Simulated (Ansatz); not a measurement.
# 17O fingerprints of the forms of BaTiO3

Computed with Ansatz: DFT, r2SCAN, plane waves and PAW, scalar-relativistic, 500 eV cutoff. Q(17O) = -25.58 mb, I = 5/2. The cells come from the COD, with the atoms relaxed (PBE, cell held). Spin–orbit coupling is left out, which moves gradients at and beside heavy atoms (Ba) by some per cent and at some sites by far more.

(1) Rank the structures by their largest 17O |C_Q|, smallest first.
A.
BaTiO3
Space group R3m:H (No. 160); a = 5.6553, c = 6.9532 Å, γ = 120.00°.

| site | Wyckoff | site symmetry | x | y | z |
| --- | --- | --- | --- | --- | --- |
| Ba | 3a | 3m | 0.0000 | 0.0000 | 0.9980 |
| Ti | 3a | 3m | 0.0000 | 0.0000 | 0.4864 |
| O | 9b | .m | 0.1645 | 0.3289 | 0.3456 |
B.
BaTiO3
```cif
data_BaTiO3
_symmetry_space_group_name_H-M 'P4mm'
_symmetry_Int_Tables_number 99
_cell_length_a 3.9998
_cell_length_b 3.9998
_cell_length_c 4.0180
_cell_angle_alpha 90.000
_cell_angle_beta 90.000
_cell_angle_gamma 90.000
loop_
_atom_site_label
_atom_site_type_symbol
_atom_site_symmetry_multiplicity
_atom_site_Wyckoff_symbol
_atom_site_fract_x
_atom_site_fract_y
_atom_site_fract_z
Ba Ba 1 a 0.0000 0.0000 0.9970
Ti Ti 1 b 0.5000 0.5000 0.4827
O3 O 1 b 0.5000 0.5000 0.0223
O4 O 2 c 0.5000 0.0000 0.5130
```

## Answers

(1) A (1.58 MHz), B (1.95 MHz).
